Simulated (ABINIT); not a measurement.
# C (Fd-3m) in ABINIT: notebook

One crystal, C, is run at these levels: HLE16, WC, OLYP; tasks: band structure, equation of state.

All numbers are computed with ABINIT 10.8.3 (patched build); they aren't measurements. Logs are shortened: lines on timing, memory, paths and dates and some standing lists are left out, and cuts for length are marked. The log counts tension as positive stress, the text compression.

**What was measured.**

From “Equation of state of cubic boron nitride at high pressures and temperatures”, 2007, arxiv:cond-mat/0702656, for a bulk crystal of C: bulk modulus 444.8 ± 0.8 GPa.

The runs below are set against these values where they give the same quantity.

## 1. The crystal as given

Symmetry: Fd-3m, No. 227, cubic system. The conventional cell has a = 3.567 Å, b = 3.567 Å, c = 3.567 Å, α = 90.00°, β = 90.00°, γ = 90.00°. C (site symmetry -43m) is surrounded by 4 C at 1.54 Å.

This isn't the form of C at room conditions, which is graphite.

## 2. Band structure, HLE16

run.abi reads:

```
# Datasets: ground state, then fixed potential
ndtset 2

# Pseudopotentials
pp_dirpath "./"
pseudos "C.upf"

# Structure
acell 3*1.0
rprim
     0.0000000000     3.3700808789     3.3700808789
     3.3700808789     0.0000000000     3.3700808789
     3.3700808789     3.3700808789     0.0000000000
ntypat 1
znucl 6
natom 2
typat 1 1
xcart
     2.6750550000     2.6750550000     2.6750550000
     1.7833700000     1.7833700000     1.7833700000 Angstrom

# Plane-wave basis
ecut 1115.666836 eV

# Exchange and correlation
ixc -545

# Bands and occupations
occopt 3
tsmear 0.00183747

# SCF cycle
nstep 100

# Output
iomode 3
prtwf 0
prteig 0
prtebands 0
prtden1 1
prtvha1 1
prtvclmb1 1
prtpot1 1
prtelf1 1

# Dataset 1
kptopt1 1
ngkpt1 13 13 13
nshiftk1 1
shiftk1 0.0 0.0 0.0
nband1 8
tolvrs1 1.0e-10

# Dataset 2: bands along G-X-W-K-G-L-U-W-L-K
iscf2 -2
getden2 1
nband2 12
nbdbuf2 2
tolwfr2 1.0e-12
kptopt2 -9
ndivsm2 8
prteig2 1
prtvol2 -3
kptbounds2
     0.0000000000     0.0000000000     0.0000000000
     0.5000000000     0.0000000000     0.5000000000
     0.5000000000     0.2500000000     0.7500000000
     0.3750000000     0.3750000000     0.7500000000
     0.0000000000     0.0000000000     0.0000000000
     0.5000000000     0.5000000000     0.5000000000
     0.6250000000     0.2500000000     0.6250000000
     0.5000000000     0.2500000000     0.7500000000
     0.5000000000     0.5000000000     0.5000000000
     0.3750000000     0.3750000000     0.7500000000
```

Potentials or basis: PseudoDojo NC SR PBE v0.4.1 standard.

Run with:

```console
$ abinit run.abi > log 2>&1
```

run.abo:

```text
.Version 10.8.3 of ABINIT
 DATASET    1 : space group Fd -3 m (#227); Bravais cF (face-center cubic)
================================================================================
 Values of the parameters that define the memory need for DATASET  1.
     intxc =       0    ionmov =       0      iscf =       7    lmnmax =       4
     lnmax =       4     mgfft =      30  mpssoang =       2    mqgrid =    3001
     natom =       2  nloc_mem =       1    nspden =       1   nspinor =       1
    nsppol =       1      nsym =      48    n1xccc =    2501    ntypat =       1
    occopt =       3   xclevel =       2
       mpw =         974          nfft =       27000          nkpt =          84
================================================================================
================================================================================

 DATASET    2 : space group Fd -3 m (#227); Bravais cF (face-center cubic)
================================================================================
 Values of the parameters that define the memory need for DATASET  2.
     intxc =       0    ionmov =       0      iscf =      -2    lmnmax =       4
     lnmax =       4     mgfft =      30  mpssoang =       2    mqgrid =    3001
     natom =       2  nloc_mem =       1    nspden =       1   nspinor =       1
    nsppol =       1      nsym =      48    n1xccc =    2501    ntypat =       1
    occopt =       3   xclevel =       2
       mpw =         974          nfft =       27000          nkpt =         139
================================================================================
================================================================================

--------------------------------------------------------------------------------
------------- Echo of variables that govern the present computation ------------
--------------------------------------------------------------------------------
 -outvars: echo values of preprocessed input variables --------
            acell      1.0000000000E+00  1.0000000000E+00  1.0000000000E+00 Bohr
              amu      1.20110000E+01
             ecut      4.10000000E+01 Hartree
           getden1          0
           getden2          1
             iscf1          7
             iscf2         -2
              ixc        -545
           jdtset        1    2
           kptopt1          1
           kptopt2         -9
         kptrlatt       13    0    0      0   13    0      0    0   13
          kptrlen1     6.19581831E+01
          kptrlen2     3.00000000E+01
            natom           2
            nband1          8
            nband2         12
           nbdbuf1          0
           nbdbuf2          2
           ndtset           2
           ndivsm1          0
           ndivsm2          8
            ngfft          30      30      30
             nkpt1         84
             nkpt2        139
            nstep         100
             nsym          48
           ntypat           1
           occopt           3
        prtebands           0
           prteig1          0
           prteig2          1
           prtelf1          1
           prtelf2          0
           prtpot1          1
           prtpot2          0
         prtvclmb1          1
         prtvclmb2          0
           prtvha1          1
           prtvha2          0
           prtvol1          0
           prtvol2         -3
            prtwf           0
            rprim      0.0000000000E+00  3.3700808789E+00  3.3700808789E+00
                       3.3700808789E+00  0.0000000000E+00  3.3700808789E+00
                       3.3700808789E+00  3.3700808789E+00  0.0000000000E+00
           shiftk1     0.00000000E+00  0.00000000E+00  0.00000000E+00
           shiftk2     5.00000000E-01  5.00000000E-01  5.00000000E-01
          spgroup         227
           tolvrs1     1.00000000E-10
           tolvrs2     0.00000000E+00
           tolwfr1     0.00000000E+00
           tolwfr2     1.00000000E-12
           tsmear      1.83747000E-03 Hartree
            typat      1  1
           xangst      2.6750549997E+00  2.6750549997E+00  2.6750549997E+00
                       1.7833700003E+00  1.7833700003E+00  1.7833700003E+00
            xcart      5.0551213212E+00  5.0551213212E+00  5.0551213212E+00
                       3.3700808817E+00  3.3700808817E+00  3.3700808817E+00
             xred      7.5000000042E-01  7.5000000042E-01  7.5000000042E-01
                       5.0000000042E-01  5.0000000042E-01  5.0000000042E-01
            znucl        6.00000

================================================================================
[... 174 lines left out ...]
cutoff_energies: {ecut:  41.0, pawecutdg:  -1.0, }
electrons: {nelect:   8.00000000E+00, charge:   0.00000000E+00, occopt:   3.00000000E+00, tsmear:   1.83747000E-03, }
meta: {optdriver: 0, ionmov: 0, optcell: 0, iscf: -2, paral_kgb: 0, }
...

 mkfilename : getden/=0, take file _DEN from output of DATASET   1.

 Real(R)+Recip(G) space primitive vectors, cartesian coordinates (Bohr,Bohr^-1):
 R(1)=  0.0000000  3.3700809  3.3700809  G(1)= -0.1483644  0.1483644  0.1483644
 R(2)=  3.3700809  0.0000000  3.3700809  G(2)=  0.1483644 -0.1483644  0.1483644
 R(3)=  3.3700809  3.3700809  0.0000000  G(3)=  0.1483644  0.1483644 -0.1483644
 Unit cell volume ucvol=  7.6551017E+01 bohr^3
 Angles (23,13,12)=  6.00000000E+01  6.00000000E+01  6.00000000E+01 degrees

 getcut: wavevector=  0.0000  0.0000  0.0000  ngfft=  30  30  30
         ecut(hartree)=     41.000   => boxcut(ratio)=   2.18621
--------------------------------------------------------------------------------

================================================================================
 Non-SCF case, kpt    1 (  0.00000  0.00000  0.00000), residuals and eigenvalues=
  1.94E-13  1.09E-13  1.14E-13  1.56E-13  2.17E-13  3.89E-13  1.23E-13  1.33E-13
  2.10E-13  5.78E-13  2.14E-13  1.85E-13
 -5.3333E-01  2.3730E-01  2.3730E-01  2.3730E-01  4.5277E-01  4.5277E-01
  4.5277E-01  7.3221E-01  1.0104E+00  1.2484E+00  1.2484E+00  1.3077E+00
 Non-SCF case, kpt    2 (  0.02174  0.00000  0.02174), residuals and eigenvalues=
  1.43E-13  1.49E-13  1.81E-13  8.22E-13  7.68E-14  2.92E-13  3.70E-13  1.92E-13
  6.11E-13  7.82E-13  3.12E-11  1.61E-06
 -5.3270E-01  2.3477E-01  2.3477E-01  2.3573E-01  4.5239E-01  4.5585E-01
  4.5585E-01  7.3277E-01  1.0114E+00  1.2239E+00  1.2493E+00  1.3092E+00
 Non-SCF case, kpt    3 (  0.04348  0.00000  0.04348), residuals and eigenvalues=
  2.51E-13  3.85E-13  3.07E-13  1.70E-13  1.20E-13  5.22E-13  5.85E-13  2.69E-13
  5.21E-13  9.93E-13  1.45E-08  8.48E-09
 -5.3081E-01  2.2761E-01  2.2761E-01  2.3107E-01  4.5127E-01  4.6466E-01
[... 667 lines left out ...]
  8.41E-13  7.82E-13  7.90E-13  5.85E-13  2.85E-13  2.61E-13  8.64E-13  1.89E-13
  2.11E-13  1.46E-13  3.84E-13  7.33E-09
 -2.5215E-01 -1.7582E-01 -7.8258E-02  5.7752E-02  4.8927E-01  6.9722E-01
  7.4013E-01  7.9470E-01  9.3827E-01  1.1605E+00  1.2050E+00  1.5262E+00
 Non-SCF case, kpt  138 (  0.38393  0.38393  0.73214), residuals and eigenvalues=
  1.31E-13  7.69E-13  1.13E-13  1.52E-13  4.42E-13  2.22E-14  6.02E-13  2.31E-13
  5.58E-13  1.13E-13  8.32E-13  2.44E-08
 -2.4085E-01 -1.7802E-01 -8.6411E-02  5.1785E-02  4.8385E-01  6.7538E-01
  7.5461E-01  8.0671E-01  9.4414E-01  1.1581E+00  1.2174E+00  1.5409E+00
 Non-SCF case, kpt  139 (  0.37500  0.37500  0.75000), residuals and eigenvalues=
  1.21E-13  7.23E-13  1.03E-13  3.02E-13  3.88E-13  8.01E-13  7.56E-13  9.64E-14
  6.03E-13  1.43E-13  2.62E-13  6.57E-08
 -2.3230E-01 -1.8392E-01 -8.5848E-02  4.6738E-02  4.7919E-01  6.5357E-01
  7.6641E-01  8.1358E-01  9.5588E-01  1.1546E+00  1.2337E+00  1.5454E+00

--- !ResultsGS
iteration_state: {dtset: 2, }
comment   : Summary of ground state results
lattice_vectors:
- [  0.0000000,   3.3700809,   3.3700809, ]
- [  3.3700809,   0.0000000,   3.3700809, ]
- [  3.3700809,   3.3700809,   0.0000000, ]
lattice_lengths: [   4.76601,    4.76601,    4.76601, ]
lattice_angles: [ 60.000,  60.000,  60.000, ] # degrees, (23, 13, 12)
lattice_volume:   7.6551017E+01
convergence: {deltae:  0.000E+00, res2:  0.000E+00, residm:  9.979E-13, diffor:  0.000E+00, }
etotal    :  -1.29613043E+01
entropy   :   0.00000000E+00
fermie    :   3.43050242E-01
cartesian_stress_tensor: null
pressure_GPa: null
xred      :
- [  7.5000E-01,   7.5000E-01,   7.5000E-01,  C]
- [  5.0000E-01,   5.0000E-01,   5.0000E-01,  C]
cartesian_forces: null
force_length_stats: {min: null, max: null, mean: null, }
...

 Integrated electronic density in atomic spheres:
 ------------------------------------------------
 Atom  Sphere_radius  Integrated_density
    1        2.00000          4.71730194
    2        2.00000          4.75529025
================================================================================

 ----iterations are completed or convergence reached----

 Mean square residual over all n,k,spin=   38.725E-14; max=  99.789E-14
 reduced coordinates (array xred) for    2 atoms
       0.750000000419      0.750000000419      0.750000000419
       0.500000000419      0.500000000419      0.500000000419

 cartesian coordinates (angstrom) at end:
    1      2.67505499970099     2.67505499970099     2.67505499970099
    2      1.78337000029901     1.78337000029901     1.78337000029901
 length scales=  1.000000000000  1.000000000000  1.000000000000 bohr
              =  0.529177210544  0.529177210544  0.529177210544 angstroms
 Eigenvalues (hartree) for nkpt= 139  k points:
 kpt#   1, nband= 12, wtk=  1.00000, kpt=  0.0000  0.0000  0.0000 (reduced coord)
  -0.53333    0.23730    0.23730    0.23730    0.45277    0.45277    0.45277    0.73221
   1.01044    1.24844    1.24844    1.30765
 kpt#   2, nband= 12, wtk=  1.00000, kpt=  0.0217  0.0000  0.0217 (reduced coord)
  -0.53270    0.23477    0.23477    0.23573    0.45239    0.45585    0.45585    0.73277
   1.01141    1.22390    1.24926    1.30915
 kpt#   3, nband= 12, wtk=  1.00000, kpt=  0.0435  0.0000  0.0435 (reduced coord)
  -0.53081    0.22761    0.22761    0.23107    0.45127    0.46466    0.46466    0.73428
   1.01429    1.18316    1.25169    1.31361
 kpt#   4, nband= 12, wtk=  1.00000, kpt=  0.0652  0.0000  0.0652 (reduced coord)
  -0.52768    0.21684    0.21684    0.22346    0.44947    0.47817    0.47817    0.73627
   1.01898    1.14171    1.25576    1.32104
 kpt#   5, nband= 12, wtk=  1.00000, kpt=  0.0870  0.0000  0.0870 (reduced coord)
  -0.52328    0.20361    0.20361    0.21312    0.44707    0.49520    0.49520    0.73791
   1.02533    1.10270    1.26144    1.33141
 kpt#   6, nband= 12, wtk=  1.00000, kpt=  0.1087  0.0000  0.1087 (reduced coord)
  -0.51765    0.18889    0.18889    0.20031    0.44418    0.51477    0.51477    0.73809
[... 386 lines left out ...]
  -0.27474   -0.18504   -0.04174    0.07205    0.50239    0.70486    0.73007    0.76712
   0.94341    1.16220    1.19157    1.46878
 kpt# 136, nband= 12, wtk=  1.00000, kpt=  0.4018  0.4018  0.6964 (reduced coord)
  -0.26370   -0.17884   -0.06239    0.06455    0.49547    0.71747    0.72337    0.77921
   0.93829    1.16177    1.19648    1.50123
 kpt# 137, nband= 12, wtk=  1.00000, kpt=  0.3929  0.3929  0.7143 (reduced coord)
  -0.25215   -0.17582   -0.07826    0.05775    0.48927    0.69722    0.74013    0.79470
   0.93827    1.16048    1.20499    1.52623
 kpt# 138, nband= 12, wtk=  1.00000, kpt=  0.3839  0.3839  0.7321 (reduced coord)
  -0.24085   -0.17802   -0.08641    0.05178    0.48385    0.67538    0.75461    0.80671
   0.94414    1.15812    1.21737    1.54091
 kpt# 139, nband= 12, wtk=  1.00000, kpt=  0.3750  0.3750  0.7500 (reduced coord)
  -0.23230   -0.18392   -0.08585    0.04674    0.47919    0.65357    0.76641    0.81358
   0.95588    1.15455    1.23369    1.54537

== END DATASET(S) ==============================================================
================================================================================

 -outvars: echo values of variables after computation  --------
            acell      1.0000000000E+00  1.0000000000E+00  1.0000000000E+00 Bohr
           etotal1    -1.2961304311E+01
            fcart1    -1.7577677521E-27  4.7939120512E-28  1.2783765470E-27
                       1.7577677521E-27 -4.7939120512E-28 -1.2783765470E-27
            rprim      0.0000000000E+00  3.3700808789E+00  3.3700808789E+00
                       3.3700808789E+00  0.0000000000E+00  3.3700808789E+00
                       3.3700808789E+00  3.3700808789E+00  0.0000000000E+00
           strten1     3.3122515979E-03  3.3122515979E-03  3.3122515979E-03
                       0.0000000000E+00  0.0000000000E+00  0.0000000000E+00
           xangst      2.6750549997E+00  2.6750549997E+00  2.6750549997E+00
                       1.7833700003E+00  1.7833700003E+00  1.7833700003E+00
             xred      7.5000000042E-01  7.5000000042E-01  7.5000000042E-01
                       5.0000000042E-01  5.0000000042E-01  5.0000000042E-01
 Calculation completed.
```

Wall time 28 s (1 thread of Arm Neoverse V2, shared host); peak memory 0.12 GiB.

What came out:

```
Free energy                                       : -352.6951 eV
Pressure                                          : -97.4 GPa
Band gap on the k mesh                            : 4.91 eV, indirect (least direct gap 5.86 eV)
Band gap along the path                           : 4.89 eV, indirect (least direct gap 5.86 eV)
All electrons inside the program's atomic spheres : C 4.72, 4.76 (radii [1.0584] Å)
```

Levels at the corners of the path, in eV from the valence-band top:
| point | band 1 | band 2 | band 3 | band 4 | band 5 | band 6 | band 7 | band 8 | band 9 |
| --- | --- | --- | --- | --- | --- | --- | --- | --- | --- |
| Γ | -20.97 | 0.00 | 0.00 | 0.00 | 5.86 | 5.86 | 5.86 | 13.47 | 21.04 |
| X | -12.47 | -12.47 | -6.09 | -6.09 | 5.73 | 5.73 | 16.71 | 16.71 | 23.85 |
| W | -11.79 | -11.79 | -7.86 | -7.86 | 11.41 | 11.41 | 12.47 | 12.47 | 21.91 |
| K | -12.78 | -11.46 | -8.79 | -5.19 | 6.58 | 11.33 | 14.40 | 15.68 | 19.55 |
| Γ | -20.97 | 0.00 | 0.00 | 0.00 | 5.86 | 5.86 | 5.86 | 13.47 | 21.04 |
| L | -15.44 | -12.82 | -2.74 | -2.74 | 8.86 | 8.86 | 9.22 | 16.45 | 23.00 |
| U | -12.78 | -11.46 | -8.79 | -5.19 | 6.58 | 11.33 | 14.40 | 15.68 | 19.55 |
| W | -11.79 | -11.79 | -7.86 | -7.86 | 11.41 | 11.41 | 12.47 | 12.47 | 21.91 |
| L | -15.44 | -12.82 | -2.74 | -2.74 | 8.86 | 8.86 | 9.22 | 16.45 | 23.00 |
| K | -12.78 | -11.46 | -8.79 | -5.19 | 6.58 | 11.33 | 14.40 | 15.68 | 19.55 |

Caveat: the cell as given lies far from equilibrium; the potentials were made for a functional far from this one; so large a pressure means that the cell lies far from this level's equilibrium, or that cutoff or potentials fall short; the potentials were made for another functional, which shifts forces and pressure.

## 3. Equation of state, WC

run.abi reads:

```
ndtset 7
getwfk -1
scalecart1 3*0.9795861087
scalecart2 3*0.9864848297
scalecart3 3*0.9932883884
scalecart4 3*1.0000000000
scalecart5 3*1.0066227096
scalecart6 3*1.0131594038
scalecart7 3*1.0196128224

pp_dirpath "./"
pseudos "C.GGA_PBE-JTH.xml"

acell 4.7660140852 4.7660140852 4.7660140852
rprim
     0.0000000000     0.7071067812     0.7071067812
     0.7071067812     0.0000000000     0.7071067812
     0.7071067812     0.7071067812     0.0000000000
ntypat 1
znucl 6
natom 2
typat 1 1
xred
     0.7500000000     0.7500000000     0.7500000000
     0.5000000000     0.5000000000     0.5000000000

ecut 20.0
pawecutdg 40.0

kptopt 1
ngkpt 13 13 13
nshiftk 1
shiftk 0.0 0.0 0.0

ixc 23

nband 8
occopt 3
tsmear 0.00183747

nstep 100
tolvrs 1.0e-9

iomode 3
prtwf 1
prtden 0
prteig 0
prtebands 0
```

Potentials or basis: JTH PAW PBE v2.0.

Run with:

```console
$ abinit run.abi > log 2>&1
```

Wall time 26 s (1 thread of Arm Neoverse V2, shared host); peak memory 0.12 GiB.

It converged, with:

| Quantity | Value |
| --- | --- |
| Equilibrium volume | 5.61 Å³/atom |
| Bulk modulus | 452 GPa |
| Pressure derivative of the bulk modulus | 3.8 |

Energy against volume, from the lowest point:
```tsv
volume (Å³/atom)	energy (meV/atom)
5.332	20.30
5.445	6.45
5.558	0.00
5.672	0.44
5.785	6.92
5.899	18.92
6.012	36.12
```

Caveat: pressures at fixed basis lie under the slope of the energies; the PAW data sets were made with another functional, which shifts forces and pressure a little; the atomic spheres overlap.

## 4. Band structure, OLYP

run.abi reads:

```
# Datasets: ground state, then fixed potential
ndtset 2

# Pseudopotentials
pp_dirpath "./"
pseudos "C.upf"

# Structure
acell 3*1.0
rprim
     0.0000000000     3.3700808789     3.3700808789
     3.3700808789     0.0000000000     3.3700808789
     3.3700808789     3.3700808789     0.0000000000
ntypat 1
znucl 6
natom 2
typat 1 1
xcart
     5.0551213183     5.0551213183     5.0551213183
     3.3700808789     3.3700808789     3.3700808789

# Plane-wave basis
ecut 41.0

# Exchange and correlation
ixc -110131

# Bands and occupations
occopt 3
tsmear 0.05 eV

# SCF cycle
nstep 100

# Output
iomode 3
prtwf 0
prteig 0
prtebands 0
prtden1 1

# Dataset 1
kptopt1 1
ngkpt1 13 13 13
nshiftk1 1
shiftk1 0.0 0.0 0.0
nband1 8
tolvrs1 1.0e-10

# Dataset 2: bands along G-X-W-K-G-L-U-W-L-K
iscf2 -2
getden2 1
nband2 12
nbdbuf2 2
tolwfr2 1.0e-12
kptopt2 -9
ndivsm2 5
prteig2 1
prtvol2 -3
kptbounds2
     0.0000000000     0.0000000000     0.0000000000
     0.5000000000     0.0000000000     0.5000000000
     0.5000000000     0.2500000000     0.7500000000
     0.3750000000     0.3750000000     0.7500000000
     0.0000000000     0.0000000000     0.0000000000
     0.5000000000     0.5000000000     0.5000000000
     0.6250000000     0.2500000000     0.6250000000
     0.5000000000     0.2500000000     0.7500000000
     0.5000000000     0.5000000000     0.5000000000
     0.3750000000     0.3750000000     0.7500000000
```

Potentials or basis: PseudoDojo NC SR PBE v0.4.1 standard.

Run with:

```console
$ abinit run.abi > log 2>&1
```

Wall time 22 s (1 thread of Arm Neoverse V2, shared host); peak memory 0.12 GiB.

The run converged. Its results:

```
Free energy                                       : -327.5159 eV
Pressure                                          : -10.3 GPa
Band gap on the k mesh                            : 4.34 eV, indirect (least direct gap 5.64 eV)
Band gap along the path                           : 4.31 eV, indirect (least direct gap 5.64 eV)
All electrons inside the program's atomic spheres : C 4.68, 4.72 (radii [1.0584] Å)
```

Levels at the corners of the path, in eV from the valence-band top:
| point | band 1 | band 2 | band 3 | band 4 | band 5 | band 6 | band 7 | band 8 |
| --- | --- | --- | --- | --- | --- | --- | --- | --- |
| Γ | -21.42 | 0.00 | 0.00 | 0.00 | 5.64 | 5.64 | 5.64 | 13.36 |
| X | -12.75 | -12.75 | -6.30 | -6.30 | 4.99 | 4.99 | 16.80 | 16.80 |
| W | -11.98 | -11.98 | -8.26 | -8.26 | 10.84 | 10.84 | 12.36 | 12.36 |
| K | -12.98 | -11.72 | -9.24 | -5.36 | 5.90 | 10.90 | 14.39 | 15.65 |
| Γ | -21.42 | 0.00 | 0.00 | 0.00 | 5.64 | 5.64 | 5.64 | 13.36 |
| L | -15.70 | -13.30 | -2.81 | -2.81 | 8.55 | 8.55 | 8.95 | 15.91 |
| U | -12.98 | -11.72 | -9.24 | -5.36 | 5.90 | 10.90 | 14.39 | 15.65 |
| W | -11.98 | -11.98 | -8.26 | -8.26 | 10.84 | 10.84 | 12.36 | 12.36 |
| L | -15.70 | -13.30 | -2.81 | -2.81 | 8.55 | 8.55 | 8.95 | 15.91 |
| K | -12.98 | -11.72 | -9.24 | -5.36 | 5.90 | 10.90 | 14.39 | 15.65 |

Caveat: the potentials were made for another functional, which shifts forces and pressure.

(Part 1 of 2 ends here.)
